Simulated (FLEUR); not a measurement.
**FeO (Wuestite): equation of state with PBEsol**

FeO (Wuestite):

```
Fe O
1.0
     1.51882    0.87689    2.51958
    -1.51882    0.87689    2.51958
     0.00000   -1.75378    2.51958
Fe O
1 1
Cartesian
  0.0000 0.0000 0.0000
  0.0000 0.0000 3.7794
```

```
Program             : FLEUR MaX-R8.1 (later development tree)
Task                : equation of state
Functional          : PBEsol
Potentials or basis : all-electron
Basis               : FLAPW
Kmax                : 4.71 1/bohr
k mesh              : 11 × 11 × 11
Occupations         : fermi-dirac, width 0.05 eV
Spin                : collinear spin, program default start
```

```json
{"Equilibrium volume": "9.56 Å³/atom", "Bulk modulus at fixed shape and positions": "208 GPa", "Pressure derivative of the bulk modulus": "4.5"}
```

Energy against volume, from the lowest point:
| volume (Å³/atom) | energy (meV/atom) |
| --- | --- |
| 9.463 | 0.00 |
| 9.664 | 0.04 |
| 9.866 | 5.25 |
| 10.067 | 15.09 |
| 10.268 | 29.08 |
| 10.470 | 46.71 |
| 10.671 | 67.65 |

The cell as given is a measured one (10.07 Å³/atom); PBEsol puts the equilibrium volume -5.0 % from it, thermal expansion not counted.

Caveat: the cell was scaled at fixed shape and fractional positions, which overstates the stiffness of a crystal with free parameters, most of all of layers and chains.
